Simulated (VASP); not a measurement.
Runs of VASP 6.6.1 on Al. It takes space group Fm-3m (No. 225, cubic). The conventional cell has a = 4.050 Å, b = 4.050 Å, c = 4.050 Å, α = 90.00°, β = 90.00°, γ = 90.00°. Around Al (site symmetry m-3m) lie 12 Al at 2.86 Å. 

| task | level | cell | k mesh | cutoff (eV) | smearing | grid for exact exchange (PRECFOCK) | exchange at q = 0 | mesh quality | gap on the mesh (eV) | pressure (GPa) | relaxed volume (Å³/atom) |
| --- | --- | --- | --- | --- | --- | --- | --- | --- | --- | --- | --- |
| single point | PBE | as given | 11 × 11 × 11 | 520 | gaussian 0.02 eV | - | - | not flagged | none | -0.5 | - |
| single point | PBE | as given | 11 × 11 × 11 | 520 | gaussian 0.018 eV | - | - | not flagged | none | -0.5 | - |
| band structure | r2SCANh | as given | 6 × 6 × 6 | 520 | fermi-dirac 0.05 eV | Fast | default | coarse | - | -3.2 | - |
| relaxation of cell and atoms | HSE03 | relaxed | 6 × 6 × 6 | 600 | fermi-dirac 0.05 eV | Fast | - | coarse | none | 0.0 | 16.45 |
| single point | PBE | as given | 11 × 11 × 11 | 520 | gaussian 0.021 eV | - | - | not flagged | none | -0.5 | - |
| band structure | r2SCAN0 | as given | 6 × 6 × 6 | 520 | fermi-dirac 0.05 eV | Fast | truncated | coarse | - | -3.2 | - |
| relaxation of cell and atoms | HSEsol | relaxed | 6 × 6 × 6 | 600 | fermi-dirac 0.05 eV | Fast | - | coarse | none | 0.0 | (a) |
| single point | PBE | as given | 11 × 11 × 11 | 520 | gaussian 0.019 eV | - | - | not flagged | none | -0.5 | - |

Alike in all rows: potentials or basis VASP PAW PBE potentials, release 64 (Al); no spin polarisation.

Fill in the values left out.

(a) 16.19.

Caveats: some runs use coarse meshes; the PAW data sets were made with another functional, which shifts forces and pressure a little (some runs); an unscreened hybrid on a path of extra k points without a Coulomb cutoff has errors near the mesh points, so the bands along the path aren't reliable (some runs).

A gap of «none» marks a metal or a gap under the smearing width.
